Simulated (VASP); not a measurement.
# SiO2 (Quartz): input slips in a phonon run and what they do, part 2 of 3

Some phonon runs on SiO2 (Quartz) get a fault in the input on purpose. Which of them show, and how? The starting structure is a measured crystal structure from the Crystallography Open Database.

VASP 6.6.1.

### Step 2. Reference modes (continued)

Level of this step: LDA; plane waves and PAW (Si, O) (VASP).

Parts of OUTCAR (step 2):

```text
ion  position               nearest neighbor table
   1  0.465  0.465  0.000-   9 1.61   6 1.61   5 1.61   8 1.61   2 3.04   2 3.04   3 3.04   3 3.04

  LATTYP: Found a hexagonal cell.
 ALAT       =     4.8731983454
 C/A-ratio  =     1.1028778742

 Subroutine GETGRP returns: Found  6 space group operations
 (whereof  2 operations were pure point group operations)

The static configuration has the point symmetry C_2 .
 The point group associated with its full space group is D_3 .

 Found     24 irreducible k-points:

   k-points           NKPTS =     24   k-points in BZ     NKDIM =     24   number of bands    NBANDS=     33

   dimension x,y,z NGX =    36 NGY =   36 NGZ =   40
   dimension x,y,z NGXF=    72 NGYF=   72 NGZF=   80

   ENCUT  =  520.0 eV  38.22 Ry    6.18 a.u.   9.06  9.06  9.99*2*pi/ulx,y,z

   NELECT =      48.0000    total number of electrons

 k-points in reciprocal lattice and weights: Automatic mesh
   0.00000000  0.00000000  0.00000000       0.007
   0.16666667 -0.00000000  0.00000000       0.042
   0.33333333  0.00000000  0.00000000       0.042
   0.50000000  0.00000000  0.00000000       0.021
   0.16666667  0.16666667  0.00000000       0.042
   0.33333333  0.16666667  0.00000000       0.083
   0.33333333  0.33333333  0.00000000       0.014
   0.00000000  0.00000000  0.25000000       0.014
   0.16666667 -0.00000000  0.25000000       0.042
[...]
0.33333333  0.16666667  0.50000000       0.083
   0.33333333  0.33333333  0.50000000       0.014

 average (electrostatic) potential at core
       1 -87.9115       2 -87.9439       3 -87.8869       4 -73.3045       5 -73.3316
       6 -73.2981       7 -73.3238       8 -73.3041       9 -73.3296

 E-fermi :   1.2143

 k-point     1 :       0.0000    0.0000    0.0000
  band No.  band energies     occupation
    ...
     20      -0.0102      2.00000
     21       0.0117      2.00000
     22       0.1944      2.00000
     23       0.7383      2.00000
     24       0.7466      2.00000
     25       6.8400      0.00000
     26      10.0348      0.00000
     27      10.0561      0.00000
     28      10.6971      0.00000
     29      10.7319      0.00000
    ...

 k-point     2 :       0.1667   -0.0000    0.0000
  band No.  band energies     occupation
    ...
     20      -0.0715      2.00000
     21       0.0260      2.00000
     22       0.1429      2.00000
     23       0.7830      2.00000
     24       0.8249      2.00000
     25       7.2778      0.00000
     26      10.0840      0.00000
     27      10.1319      0.00000
     28      10.6398      0.00000
     29      10.8253      0.00000
    ...

 k-point     3 :       0.3333    0.0000    0.0000
  band No.  band energies     occupation
    ...
     20      -0.0896      2.00000
     21       0.0051      2.00000
     22       0.2264      2.00000
     23       0.7957      2.00000
     24       0.9456      2.00000
     25       8.3013      0.00000
     26      10.1758      0.00000
     27      10.2010      0.00000
     28      10.6823      0.00000
     29      11.1356      0.00000
    ...

  Total        0.0956214     -0.0802862     -0.2630340      0.1180389     -0.1593135      0.0780953
  in kB        1.3860069     -1.1637269     -3.8126073      1.7109430     -2.3092065      1.1319701
  external PRESSURE =      -1.1967757 kB  Pullay stress =       0.0000000 kB

  energy-cutoff  :      520.00
  volume of cell :      110.54
      direct lattice vectors                 reciprocal lattice vectors
     4.873198345  0.000000000  0.000000000     0.205204042  0.118474609  0.000000000
    -2.436599173  4.220313565  0.000000000     0.000000000  0.236949218  0.000000000
     0.000000000  0.000000000  5.374542632     0.000000000  0.000000000  0.186062344

 POSITION                                       TOTAL-FORCE (eV/Angst)
 -----------------------------------------------------------------------------------
      1.13218      1.96099      0.00000         0.010241     -0.018109      0.045894
     -1.30442      2.25933      3.58303         0.001363     -0.161877     -0.208965
      2.60884      0.00000      1.79151        -0.076190     -0.092487     -0.097344
      3.54038      1.16504      2.38102         0.108430      0.337275      0.375278
      2.09405      2.48353      4.18754         0.021919     -0.013065     -0.030212
      1.67537      0.57174      0.60451        -0.033164     -0.004367     -0.030814
     -0.76123      3.64858      2.97852        -0.000348     -0.007202      0.014683
      1.10378      3.05527      1.18700        -0.003472     -0.028798     -0.019610
     -0.34255      1.73678      4.77003        -0.028780     -0.011369     -0.048910
 -----------------------------------------------------------------------------------
    total drift:                                0.000497      0.000501      0.000642

  FREE ENERGIE OF THE ION-ELECTRON SYSTEM (eV)
  ---------------------------------------------------
  free  energy   TOTEN  =       -77.9061774254 eV

  energy  without entropy=      -77.9061774254  energy(sigma->0) =      -77.90617743

 Eigenvectors and eigenvalues of the dynamical matrix
 ----------------------------------------------------

   1 f  =   34.437627 THz   216.377992 2PiTHz 1148.715591 cm-1   142.422518 meV
             X         Y         Z           dx          dy          dz
      1.132177  1.960988  0.000000    -0.081549    0.044533   -0.259823
     -1.304422  2.259325  3.583028    -0.081537   -0.044525    0.259784
      2.608844  0.000000  1.791514    -0.004416    0.000014    0.000039
      3.540376  1.165045  2.396024    -0.133221   -0.332661   -0.269248
      2.094052  2.483533  4.187539     0.024060   -0.015484   -0.008848
      1.675370  0.571736  0.604510     0.220104   -0.310282    0.278095
     -0.761230  3.648578  2.978518     0.220138    0.310320   -0.278135
      1.103777  3.055269  1.187004    -0.133193    0.332607    0.269204
     -0.342547  1.736780  4.770032     0.024171    0.015470    0.008931

   2 f  =   34.437627 THz   216.377992 2PiTHz 1148.715591 cm-1   142.422518 meV
             X         Y         Z           dx          dy          dz
      1.132177  1.960988  0.000000     0.044519   -0.030119    0.149963
     -1.304422  2.259325  3.583028    -0.044540   -0.030131    0.150032
      2.608844  0.000000  1.791514    -0.000001   -0.107252   -0.299995
      3.540376  1.165045  2.396024     0.106290    0.207183    0.165666
      2.094052  2.483533  4.187539     0.423468    0.049902   -0.316009
      1.675370  0.571736  0.604510     0.128669   -0.146142    0.150342
     -0.761230  3.648578  2.978518    -0.128612   -0.146060    0.150269
      1.103777  3.055269  1.187004    -0.106325    0.207270    0.165737
     -0.342547  1.736780  4.770032    -0.423462    0.049906   -0.316006

   3 f  =   32.545240 THz   204.487775 2PiTHz 1085.592362 cm-1   134.596238 meV
             X         Y         Z           dx          dy          dz
      1.132177  1.960988  0.000000     0.137239    0.237705    0.000000
     -1.304422  2.259325  3.583028     0.137239   -0.237705   -0.000000
      2.608844  0.000000  1.791514    -0.274478   -0.000000   -0.000000
      3.540376  1.165045  2.396024     0.111266    0.259353    0.222156
      2.094052  2.483533  4.187539    -0.280239   -0.033318    0.222156
      1.675370  0.571736  0.604510     0.168973   -0.226035    0.222156
     -0.761230  3.648578  2.978518     0.168973    0.226035   -0.222156
      1.103777  3.055269  1.187004     0.111266   -0.259353   -0.222156
     -0.342547  1.736780  4.770032    -0.280239    0.033318   -0.222156

   4 f  =   32.400705 THz   203.579636 2PiTHz 1080.771198 cm-1   133.998490 meV
             X         Y         Z           dx          dy          dz
      1.132177  1.960988  0.000000    -0.090966    0.052519   -0.270062
     -1.304422  2.259325  3.583028     0.090966    0.052519   -0.270062
      2.608844  0.000000  1.791514     0.000000   -0.105038   -0.270062
      3.540376  1.165045  2.396024     0.136158    0.272268    0.178927
      2.094052  2.483533  4.187539    -0.303869   -0.018218    0.178927
      1.675370  0.571736  0.604510     0.167712   -0.254050    0.178927
     -0.761230  3.648578  2.978518    -0.167712   -0.254050    0.178927
      1.103777  3.055269  1.187004    -0.136158    0.272268    0.178927
     -0.342547  1.736780  4.770032     0.303869   -0.018218    0.178927

   5 f  =   32.086925 THz   201.608096 2PiTHz 1070.304611 cm-1   132.700799 meV
             X         Y         Z           dx          dy          dz
      1.132177  1.960988  0.000000    -0.064019    0.228495    0.053335
     -1.304422  2.259325  3.583028     0.064034    0.228498    0.053340
      2.608844  0.000000  1.791514     0.000005    0.339394   -0.106676
      3.540376  1.165045  2.396024    -0.139478   -0.295328   -0.264086
      2.094052  2.483533  4.187539     0.020930    0.036213   -0.010317
      1.675370  0.571736  0.604510     0.227849   -0.268475    0.274403
     -0.761230  3.648578  2.978518    -0.227854   -0.268483    0.274410
      1.103777  3.055269  1.187004     0.139475   -0.295317   -0.264077
     -0.342547  1.736780  4.770032    -0.020950    0.036216   -0.010333

   6 f  =   32.086925 THz   201.608096 2PiTHz 1070.304611 cm-1   132.700799 meV
             X         Y         Z           dx          dy          dz
      1.132177  1.960988  0.000000    -0.302430    0.064033    0.092385
     -1.304422  2.259325  3.583028    -0.302427   -0.064021   -0.092383
      2.608844  0.000000  1.791514    -0.191531    0.000009   -0.000003
      3.540376  1.165045  2.396024     0.056399    0.212345    0.164383
      2.094052  2.483533  4.187539     0.387940    0.051938   -0.310896
      1.675370  0.571736  0.604510     0.083252   -0.154982    0.146513
     -0.761230  3.648578  2.978518     0.083240    0.154968   -0.146499
      1.103777  3.055269  1.187004     0.056406   -0.212361   -0.164397
     -0.342547  1.736780  4.770032     0.387939   -0.051936    0.310896

   7 f  =   23.727225 THz   149.082552 2PiTHz  791.455037 cm-1    98.127874 meV
             X         Y         Z           dx          dy          dz
      1.132177  1.960988  0.000000     0.405695    0.393516   -0.078338
     -1.304422  2.259325  3.583028    -0.405766    0.393135   -0.078466
      2.608844  0.000000  1.791514     0.000295   -0.309421    0.156804
      3.540376  1.165045  2.396024     0.126488   -0.000849   -0.071831
      2.094052  2.483533  4.187539     0.137406   -0.203475    0.125332
      1.675370  0.571736  0.604510    -0.043532   -0.111617   -0.053501
     -0.761230  3.648578  2.978518     0.043439   -0.111438   -0.053394
      1.103777  3.055269  1.187004    -0.126686   -0.000830   -0.071928
     -0.342547  1.736780  4.770032    -0.137413   -0.203466    0.125322

   8 f  =   23.727225 THz   149.082552 2PiTHz  791.455037 cm-1    98.127874 meV
             X         Y         Z           dx          dy          dz
      1.132177  1.960988  0.000000    -0.075363    0.405546    0.135833
     -1.304422  2.259325  3.583028    -0.074981   -0.405916   -0.135759
      2.608844  0.000000  1.791514     0.627574    0.000145   -0.000074
      3.540376  1.165045  2.396024    -0.209779   -0.020420    0.103249
      2.094052  2.483533  4.187539    -0.007152   -0.009502    0.010583
      1.675370  0.571736  0.604510    -0.099010   -0.190441   -0.113832
     -0.761230  3.648578  2.978518    -0.099051    0.190545    0.113883
      1.103777  3.055269  1.187004    -0.209660    0.020421   -0.103182
     -0.342547  1.736780  4.770032    -0.007023    0.009693   -0.010701

   9 f  =   23.071992 THz   144.965601 2PiTHz  769.598814 cm-1    95.418049 meV
             X         Y         Z           dx          dy          dz
      1.132177  1.960988  0.000000     0.454474   -0.262390   -0.159056
     -1.304422  2.259325  3.583028    -0.454474   -0.262390   -0.159056
      2.608844  0.000000  1.791514    -0.000000    0.524781   -0.159056
      3.540376  1.165045  2.396024    -0.071361   -0.011212    0.105365
      2.094052  2.483533  4.187539     0.045390   -0.056194    0.105365
      1.675370  0.571736  0.604510     0.025971    0.067407    0.105365
     -0.761230  3.648578  2.978518    -0.025971    0.067407    0.105365
      1.103777  3.055269  1.187004     0.071361   -0.011212    0.105365
     -0.342547  1.736780  4.770032    -0.045390   -0.056194    0.105365

  10 f  =   20.739684 THz   130.311278 2PiTHz  691.801395 cm-1    85.772403 meV
             X         Y         Z           dx          dy          dz
      1.132177  1.960988  0.000000     0.139914    0.009448    0.315717
     -1.304422  2.259325  3.583028    -0.139451    0.009875    0.314048
      2.608844  0.000000  1.791514    -0.000138   -0.232275   -0.629765
      3.540376  1.165045  2.396024     0.122784   -0.077655   -0.143040
      2.094052  2.483533  4.187539    -0.213143   -0.022424    0.061381
      1.675370  0.571736  0.604510     0.002652    0.240882    0.081659
    [... 204 further lines ...]
     -0.761230  3.648578  2.978518    -0.263887   -0.136758    0.000894
      1.103777  3.055269  1.187004    -0.265369   -0.138029    0.000171
     -0.342547  1.736780  4.770032    -0.263527   -0.138677   -0.001065

 ELASTIC MODULI CONTR FROM IONIC RELAXATION (kBar)
 Direction    XX          YY          ZZ          XY          YZ          ZX
 --------------------------------------------------------------------------------
 XX       -2810.4621   -848.7885  -1395.0072      0.0000    382.4827     -0.0000
 YY        -848.7885  -2810.4621  -1395.0072      0.0000   -382.4827     -0.0000
 ZZ       -1395.0072  -1395.0072  -2156.2209      0.0000      0.0000     -0.0000
 XY           0.0000      0.0000      0.0000   -980.8368      0.0000    382.4827
 YZ         382.4827   -382.4827      0.0000      0.0000  -1288.3500     -0.0000
 ZX          -0.0000     -0.0000     -0.0000    382.4827     -0.0000  -1288.3500
 --------------------------------------------------------------------------------

 total charge
# of ion       s       p       d       tot
------------------------------------------
    1        0.656   1.026   0.000   1.681
    2        0.656   1.026   0.000   1.681
    3        0.656   1.026   0.000   1.681
    4        1.541   3.683   0.000   5.224
    5        1.541   3.683   0.000   5.224
    6        1.541   3.683   0.000   5.224
    7        1.541   3.683   0.000   5.224
    8        1.541   3.683   0.000   5.224
    9        1.541   3.683   0.000   5.224
--------------------------------------------------
tot         11.211  25.175   0.000  36.386

[... 3 further parts left out ...]
```

The last energy, forces, stress and levels in OUTCAR belong to the last displaced cell, not to the cell of POSCAR.

Reference: the zone-centre modes are at the top E (8) 1148.7, A1 (4) 1085.6, A2 (4) 1080.8, E (7) 1070.3 cm⁻¹, at the bottom A1 (2) 337.6, E (2) 255.2, A1 (1) 223.7, E (1) 129.0 cm⁻¹, with 8 more of the listed ones between.

### Step 3. Modes with a k mesh far too coarse

A slip made on purpose: a k mesh far too coarse. Against step 2 the input has a 1×1×1 mesh (also changed: NELM and KPAR).

Contents of INCAR:

```
SYSTEM = SiO2
PREC = Accurate
ENCUT = 520
EDIFF = 1E-08
NELM = 60
ISMEAR = 0
SIGMA = 0.03
LREAL = .FALSE.
ALGO = Normal
GGA = CA
NBANDS = 33
LORBIT = 11
LWAVE = .FALSE.
LCHARG = .FALSE.
IBRION = 6
NFREE = 2
POTIM = 0.015
NSW = 1
ISIF = 2
```

Contents of POSCAR:

```
SiO2
1.0
    4.8731983454      0.0000000000      0.0000000000
   -2.4365991727      4.2203135648      0.0000000000
    0.0000000000      0.0000000000      5.3745426318
Si O
3 6
Direct
    0.4646546499      0.4646546499      0.0000000000
    0.0000000000      0.5353453501      0.6666666667
    0.5353453501      0.0000000000      0.3333333333
    0.8645277142      0.2760564768      0.4458099069
    0.7239435232      0.5884712373      0.7791432403
    0.4115287627      0.1354722858      0.1124765736
    0.2760564768      0.8645277142      0.5541900931
    0.5884712373      0.7239435232      0.2208567597
    0.1354722858      0.4115287627      0.8875234264
```

Contents of KPOINTS:

```
Automatic mesh
0
Gamma
1 1 1
0 0 0
```

The projector-augmented-wave data sets are Si and O (LDA family, release 64).

On the command line:

```sh
mpirun -np 16 vasp_std
```

Log:

```text
[banner, memory and clock lines left out]
running   16 mpi-ranks, on    1 nodes
[...]
[... a notice as in an earlier step ...]

 LDA part: xc-table for (Slater(with rela. corr.)+CA(PZ))
 , standard interpolation
|                                                                             |
|           W    W    AA    RRRRR   N    N  II  N    N   GGGG   !!!           |
|           W    W   A  A   R    R  NN   N  II  NN   N  G    G  !!!           |
|           W    W  A    A  R    R  N N  N  II  N N  N  G       !!!           |
|           W WW W  AAAAAA  RRRRR   N  N N  II  N  N N  G  GGG   !            |
|           WW  WW  A    A  R   R   N   NN  II  N   NN  G    G                |
|           W    W  A    A  R    R  N    N  II  N    N   GGGG   !!!           |
|                                                                             |
|     The number of bands has been changed from the values supplied in        |
|     The orbitals not found in the WAVECAR file will be initialized with     |
[...]
DAV:   3    -0.873306170875E+02   -0.10244E+02   -0.10217E+02   128   0.431E+01
DAV:   4    -0.874013921689E+02   -0.70775E-01   -0.70774E-01   112   0.400E+00
[...]
DAV:  13    -0.774455241625E+02   -0.15427E-06   -0.32947E-07   128   0.233E-03    0.315E-03
DAV:  14    -0.774455241801E+02   -0.17561E-07   -0.20339E-08   112   0.629E-04    0.458E-04
DAV:  15    -0.774455241804E+02   -0.30195E-09   -0.26763E-09    96   0.250E-04
   1 F= -.77445524E+02 E0= -.77445524E+02  d E =-.312838E-27
[... from here on, the cycles between the ionic steps are left out ...]
   2 F= -.77437126E+02 E0= -.77437126E+02  d E =-.838406E-24
   3 F= -.77443537E+02 E0= -.77443537E+02  d E =-.875716E-25
   4 F= -.77440157E+02 E0= -.77440157E+02  d E =-.143538E-21
   5 F= -.77440157E+02 E0= -.77440157E+02  d E =-.535900E-21
   6 F= -.77448840E+02 E0= -.77448840E+02  d E =-.892820E-26
   7 F= -.77438683E+02 E0= -.77438683E+02  d E =-.105542E-25
   8 F= -.77432137E+02 E0= -.77432137E+02  d E =-.322537E-26
   9 F= -.77451122E+02 E0= -.77451122E+02  d E =-.378742E-26
  10 F= -.77435255E+02 E0= -.77435255E+02  d E =-.276589E-25
  11 F= -.77450202E+02 E0= -.77450202E+02  d E =-.872942E-28
 Finite differences progress:
  Degree of freedom:   5/  5
  Displacement:        2/  2
  Total:              10/ 10
```

Elapsed: 6.2 s, on 16 MPI ranks of Intel Xeon Platinum 8488C (Sapphire Rapids), shared host; peak memory 2.2 GiB.

OUTCAR, selected parts (step 3):

```text
  Total       -0.9903182     -1.1683510     -1.8001519      0.1018130     -0.1569980      0.0745462
  in kB      -14.3543997    -16.9349375    -26.0927233      1.4757524     -2.2756446      1.0805278
  external PRESSURE =     -19.1273535 kB  Pullay stress =       0.0000000 kB

 POSITION                                       TOTAL-FORCE (eV/Angst)
 -----------------------------------------------------------------------------------
      1.13218      1.96099      0.00000        -0.208947     -0.396094      0.043685
     -1.30442      2.25933      3.58303        -0.221539      0.215720     -0.199102
      2.60884      0.00000      1.79151         0.365971     -0.088810     -0.097243
      3.54038      1.16504      2.38102         0.431256     -0.297368     -0.129394
      2.09405      2.48353      4.18754         0.401448      0.596921     -0.522763
      1.67537      0.57174      0.60451        -0.747601      0.020167     -0.523423
     -0.76123      3.64858      2.97852        -0.703467     -0.034720      0.508932
      1.10378      3.05527      1.18700         0.331988      0.603040      0.475039
     -0.34255      1.73678      4.77003         0.350890     -0.618855      0.444269
 -----------------------------------------------------------------------------------
    total drift:                                0.000444      0.000525      0.000613

  FREE ENERGIE OF THE ION-ELECTRON SYSTEM (eV)
  ---------------------------------------------------
  free  energy   TOTEN  =       -77.4502017200 eV

  energy  without entropy=      -77.4502017200  energy(sigma->0) =      -77.45020172

[... 1 part as in an earlier step ...]

[... 2 further parts left out ...]
[key lines of the parts left out:]
E-fermi :   0.9845
```

The last energy, forces and stress in OUTCAR belong to the last displaced cell, not to that of POSCAR.

With a k mesh far too coarse the modes are at the top E (8) 1141.8, A1 (4) 1086.7 cm⁻¹, at the bottom A1 (1) 226.1, E (1) 76.0 cm⁻¹, with 12 more of the listed ones between; the largest shift is -53.0 cm⁻¹, in E (1), from the reference.

[end of part 2 of 3]

[Lines on the potential files, build, host, timing and source positions are cut from VASP's logs without a mark.]

[Logs are printed without paths, hosts, clocks, repeated set-up lines and the standing remarks that a program may print on its own settings, such as how far it seeks lower states.]

[Hosts, paths, dates, database ids (printed as entryN), source tags and the programs' standing remarks are cut or masked in the printed files.]
